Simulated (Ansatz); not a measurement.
Tl in Ansatz: the effect of functional

Tl:

```xyz
2
Lattice="3.5015 0.0000 0.0000 -1.7507 3.0324 0.0000 0.0000 0.0000 5.5977" Properties=species:S:1:pos:R:3 pbc="T T T"
Tl    1.7507    1.0108    4.1983
Tl    0.0000    2.0216    1.3994
```

The cell isn't the ideal one: volume scaled by 1.04.

Alike in all runs:

| Property | Result |
| --- | --- |
| Program | Ansatz 0.2.0 |
| Task | single point |
| Potentials or basis | Ansatz PAW |
| k mesh | 9 × 9 × 5 |
| Occupations | fermi-dirac, width 0.05 eV |
| Spin | no spin polarisation |

Task: One run gave: pressure 1.9 GPa. Which functional did it use?
A. PBE
B. r2SCAN
C. LDA

Result: A.

```csv
functional,cutoff,pressure (GPa)
LDA,420 eV (not typed: the program's choice for these potentials),-2.7
r2SCAN,500 eV (not typed: the program's choice for these potentials),0.6
PBE,420 eV (not typed: the program's choice for these potentials),1.9
```

Caveats: the PAW data sets come from PBE, with cores solved anew for the run's functional, which leaves a small shift of forces and pressure (some runs).
